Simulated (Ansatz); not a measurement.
A strain series on a 6-atom cell of MoS2 started from a crystallographic database with r2SCAN in Ansatz; the unstrained cell is the r2SCAN+rVV10 minimum. No spin polarisation and no zero-point or thermal motion.

Input of the unstrained run:
```yaml
crystal:
  lattice:
    - [3.1730194941, 0.0, 0.0]
    - [-1.586509747, 2.7479154886, 0.0]
    - [0.0, 0.0, 12.4359056939]
  atoms:
    - { symbol: Mo, position: [0.3333333333, 0.6666666667, 0.25] }
    - { symbol: Mo, position: [0.6666666667, 0.3333333333, 0.75] }
    - { symbol: S, position: [0.3333333333, 0.6666666667, 0.6249005388] }
    - { symbol: S, position: [0.6666666667, 0.3333333333, 0.1249005388] }
    - { symbol: S, position: [0.3333333333, 0.6666666667, 0.8750994612] }
    - { symbol: S, position: [0.6666666667, 0.3333333333, 0.3750994612] }
kpoints:
  mp_grid: { grid: [12, 12, 2] }
  band_path:
    path:
      - [0.0, 0.0, 0.0]
      - [0.5, 0.0, 0.0]
      - [0.3333333333, 0.3333333333, 0.0]
      - [0.0, 0.0, 0.5]
      - [0.5, 0.0, 0.5]
      - [0.3333333333, 0.3333333333, 0.5]
      - [0.177083, 0.177083, 0.0]
    npoints: 1
hamiltonian:
  xc: r2scan
scf:
  occupations: { method: fixed }
  n_extra_bands: 5
output:
  forces: true
  stress: true
  eigenvalues: true
  write_density: true
  write_potential: true
  elf: true
  volumetric_format: npy
```

Its main results, and the levels near the gap at the points of the path (eV from the Fermi energy, bands numbered from 0, names kept under strain):
```
Crystal: 6 atoms, lattice volume = 108.431 Å³
Basis set: ecut = 500 eV, 2763 PW (Γ)
Symmetry: 24 space group operations
Space group: P63/mmc (ITA 194)
k-points: 38 of 288
Free energy (F): -13564.301471 eV
Fermi energy:    10.599257 eV
--- Forces (eV/Å), atoms counted from 1 ---
  atom   1  Mo      0.00000      0.00000      0.00000
  atom   2  Mo      0.00000      0.00000      0.00000
  atom   3  S       0.00000      0.00000      0.05475
  atom   4  S       0.00000      0.00000      0.05475
  atom   5  S       0.00000      0.00000    -0.05475
  atom   6  S       0.00000      0.00000    -0.05475
--- Stress (GPa, compression-positive) ---
        1.203006       0.000000       0.000000
        0.000000       1.203006       0.000000
        0.000000       0.000000       1.051667
  P = ⅓ Tr σ = 1.1526 GPa (11.526 kbar)
```
```tsv
point	band_23	band_24	band_25	band_26	band_27	band_28
Γ	-1.364	-1.117	0.000	2.244	2.244	2.268
M	-1.716	-1.435	-1.322	1.684	1.727	2.111
K	-2.863	-0.804	-0.664	1.078	1.078	2.075
A	-2.337	-0.290	-0.290	2.249	2.249	2.249
L	-1.802	-1.371	-1.371	1.704	1.704	2.236
H	-3.013	-0.741	-0.741	1.079	1.079	2.509
(0.177,0.177,0)	-1.785	-1.569	-1.537	1.032	1.748	1.863
```

Biaxial -1.17 % in x and y, z held. The input changes in these blocks:
```yaml
crystal:
  lattice:
    - [3.135895166, 0.0, 0.0]
    - [-1.567947583, 2.7157648774, 0.0]
    - [0.0, 0.0, 12.4359056939]
  atoms:
    - { symbol: Mo, position: [0.3333333333, 0.6666666667, 0.25] }
    - { symbol: Mo, position: [0.6666666667, 0.3333333333, 0.75] }
    - { symbol: S, position: [0.3333333333, 0.6666666667, 0.6239632573] }
    - { symbol: S, position: [0.6666666667, 0.3333333333, 0.1239632573] }
    - { symbol: S, position: [0.3333333333, 0.6666666667, 0.8760367427] }
    - { symbol: S, position: [0.6666666667, 0.3333333333, 0.3760367427] }
output:
  forces: true
  stress: true
  eigenvalues: true
```

```
Crystal: 6 atoms, lattice volume = 105.909 Å³
Basis set: ecut = 500 eV, 2697 PW (Γ)
Symmetry: 24 space group operations
Space group: P63/mmc (ITA 194)
k-points: 38 of 288
Free energy (F): -13564.251915 eV
Fermi energy:    10.887500 eV
--- Forces (eV/Å), atoms counted from 1 ---
  atom   1  Mo      0.00000      0.00000      0.00000
  atom   2  Mo      0.00000      0.00000      0.00000
  atom   3  S       0.00000      0.00000      0.05514
  atom   4  S       0.00000      0.00000      0.05514
  atom   5  S       0.00000      0.00000    -0.05514
  atom   6  S       0.00000      0.00000    -0.05514
--- Stress (GPa, compression-positive) ---
        4.828532       0.000000       0.000000
        0.000000       4.828532       0.000000
        0.000000       0.000000       1.341944
  P = ⅓ Tr σ = 3.6663 GPa (36.663 kbar)
```
```tsv
point	band_23	band_24	band_25	band_26	band_27	band_28
Γ	-1.377	-1.197	0.000	2.422	2.422	2.448
M	-1.523	-1.375	-1.284	1.911	1.954	2.292
K	-2.866	-0.712	-0.557	1.322	1.322	2.071
A	-2.161	-0.308	-0.308	2.427	2.427	2.427
L	-1.615	-1.323	-1.323	1.930	1.930	2.440
H	-3.029	-0.643	-0.643	1.324	1.324	2.524
(0.177,0.177,0)	-1.742	-1.483	-1.482	1.054	1.862	2.035
```

r2SCAN: the gap goes from 1.032 to 1.054 eV (+0.022 eV); with r2SCAN the top three valence levels at Γ, grouped 1+1+1 from the top over 1364 meV, become 1+1+1 over 1377 meV.

Uniaxial -2.74 % along x, other directions held. The input changes in these blocks:
```yaml
crystal:
  lattice:
    - [3.0860787599, 0.0, 0.0]
    - [-1.5430393799, 2.7479154886, 0.0]
    - [0.0, 0.0, 12.4359056939]
  atoms:
    - { symbol: Mo, position: [0.3333132363, 0.6666264726, 0.25] }
    - { symbol: Mo, position: [0.6666867637, 0.3333735274, 0.75] }
    - { symbol: S, position: [0.3348288524, 0.6696577047, 0.6238028563] }
    - { symbol: S, position: [0.6651711476, 0.3303422953, 0.1238028563] }
    - { symbol: S, position: [0.3348288524, 0.6696577047, 0.8761971437] }
    - { symbol: S, position: [0.6651711476, 0.3303422953, 0.3761971437] }
kpoints:
  mp_grid: { grid: [12, 12, 2] }
  band_path:
    path:
      - [0.0, 0.0, 0.0]
      - [0.5, 0.0, 0.0]
      - [0.3333333333, 0.3333333333, 0.0]
      - [0.0, 0.0, 0.5]
      - [0.5, 0.0, 0.5]
      - [0.3333333333, 0.3333333333, 0.5]
      - [0.354167, -0.177083, 0.0]
    npoints: 1
output:
  forces: true
  stress: true
  eigenvalues: true
```

```
Crystal: 6 atoms, lattice volume = 105.460 Å³
Basis set: ecut = 500 eV, 2699 PW (Γ)
Symmetry: 8 space group operations
Space group: Cmcm (ITA 63)
k-points: 86 of 288
Free energy (F): -13564.212558 eV
Fermi energy:    10.934489 eV
--- Forces (eV/Å), atoms counted from 1 ---
  atom   1  Mo      0.00000    -0.00246      0.00000
  atom   2  Mo      0.00000      0.00246      0.00000
  atom   3  S       0.00000      0.00002      0.05710
  atom   4  S       0.00000    -0.00002      0.05710
  atom   5  S       0.00000      0.00002    -0.05710
  atom   6  S       0.00000    -0.00002    -0.05710
--- Stress (GPa, compression-positive) ---
        8.299982       0.000000       0.000000
        0.000000       2.918372       0.000000
        0.000000       0.000000       1.374552
  P = ⅓ Tr σ = 4.1976 GPa (41.976 kbar)
```
```tsv
point	band_23	band_24	band_25	band_26	band_27	band_28
Γ	-1.371	-1.209	0.000	2.375	2.402	2.460
M	-1.579	-1.299	-1.216	1.944	1.973	2.363
K	-2.829	-0.685	-0.529	1.370	1.373	2.077
A	-2.016	-0.310	-0.310	2.377	2.377	2.556
L	-1.673	-1.253	-1.253	1.959	1.959	2.520
H	-3.023	-0.615	-0.615	1.373	1.373	2.531
(0.354,-0.177,0)	-1.691	-1.540	-1.523	1.051	1.872	2.104
```

r2SCAN: the gap goes from 1.032 to 1.051 eV (+0.019 eV); with r2SCAN the top three valence levels at Γ, grouped 1+1+1 from the top over 1364 meV, become 1+1+1 over 1371 meV.

Epitaxial -2.37 % in the xy plane, free normal strain +1.05 %. The input changes in these blocks:
```yaml
crystal:
  lattice:
    - [3.0978189321, 0.0, 0.0]
    - [-1.548909466, 2.6827898915, 0.0]
    - [0.0, 0.0, 12.5662580124]
  atoms:
    - { symbol: Mo, position: [0.3333333333, 0.6666666667, 0.25] }
    - { symbol: Mo, position: [0.6666666667, 0.3333333333, 0.75] }
    - { symbol: S, position: [0.3333333333, 0.6666666667, 0.6241853363] }
    - { symbol: S, position: [0.6666666667, 0.3333333333, 0.1241853363] }
    - { symbol: S, position: [0.3333333333, 0.6666666667, 0.8758146637] }
    - { symbol: S, position: [0.6666666667, 0.3333333333, 0.3758146637] }
kpoints:
  mp_grid: { grid: [12, 12, 2] }
  band_path:
    path:
      - [0.0, 0.0, 0.0]
      - [0.5, 0.0, 0.0]
      - [0.3333333333, 0.3333333333, 0.0]
      - [0.0, 0.0, 0.5]
      - [0.5, 0.0, 0.5]
      - [0.3333333333, 0.3333333333, 0.5]
      - [0.177083, 0.179688, 0.0]
    npoints: 1
output:
  forces: true
  stress: true
  eigenvalues: true
```

```
Crystal: 6 atoms, lattice volume = 104.436 Å³
Basis set: ecut = 500 eV, 2697 PW (Γ)
Symmetry: 24 space group operations
Space group: P63/mmc (ITA 194)
k-points: 38 of 288
Free energy (F): -13564.152863 eV
Fermi energy:    10.957016 eV
--- Forces (eV/Å), atoms counted from 1 ---
  atom   1  Mo      0.00000      0.00000      0.00000
  atom   2  Mo      0.00000      0.00000      0.00000
  atom   3  S       0.00000      0.00000      0.05553
  atom   4  S       0.00000      0.00000      0.05553
  atom   5  S       0.00000      0.00000    -0.05553
  atom   6  S       0.00000      0.00000    -0.05553
--- Stress (GPa, compression-positive) ---
        8.682324       0.000000       0.000000
        0.000000       8.682324       0.000000
        0.000000       0.000000       1.088064
  P = ⅓ Tr σ = 6.1509 GPa (61.509 kbar)
```
```tsv
point	band_23	band_24	band_25	band_26	band_27	band_28
Γ	-1.424	-1.220	0.000	2.680	2.680	2.705
M	-1.261	-1.237	-1.185	2.223	2.259	2.533
K	-2.832	-0.548	-0.393	1.645	1.645	2.160
A	-1.899	-0.326	-0.326	2.685	2.685	2.685
L	-1.346	-1.207	-1.207	2.239	2.239	2.697
H	-2.981	-0.479	-0.479	1.648	1.648	2.597
(0.177,0.180,0)	-1.640	-1.351	-1.315	1.143	2.002	2.293
```

r2SCAN: the gap goes from 1.032 to 1.143 eV (+0.111 eV); the edges go from Γ → Γ–K (0.53) to Γ → Γ–K (0.54).

The runs are scalar-relativistic, without spin-orbit coupling.

The splittings at Γ are without spin-orbit coupling, which regroups them where it is of like size or larger.
